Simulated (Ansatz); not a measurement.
The system is Sn.

```
CELL_PARAMETERS angstrom
-1.72654 1.77555 2.33834
1.72654 -1.77555 2.33834
1.72654 1.77555 -2.33834
ATOMIC_POSITIONS crystal
Sn 0.00000 0.00000 0.00000
```

This isn't the form of Sn at room conditions, which is tetragonal (white tin).

Program: Ansatz 0.2.0. Alike in all runs: task band structure; potentials or basis Ansatz PAW; cell as given; smearing fermi-dirac 0.05 eV.

Problem. Order these runs on this cell by their pressure, lowest first.
A. level LDA; spin SOC, no magnetisation; k mesh 8 × 8 × 8; cutoff (eV) 420
B. level r2SCAN; spin off; k mesh 11 × 11 × 11; cutoff (eV) 500
C. level revPBE; spin off; k mesh 11 × 11 × 11; cutoff (eV) 420
D. level BLYP; spin off; k mesh 11 × 11 × 11; cutoff (eV) 420

Solution. A (-4.9 GPa), B (-2.2 GPa), C (-0.1 GPa), D (3.1 GPa).

Caveats: the PAW data sets come from PBE, with cores solved anew for the run's functional, which leaves a small shift of forces and pressure.
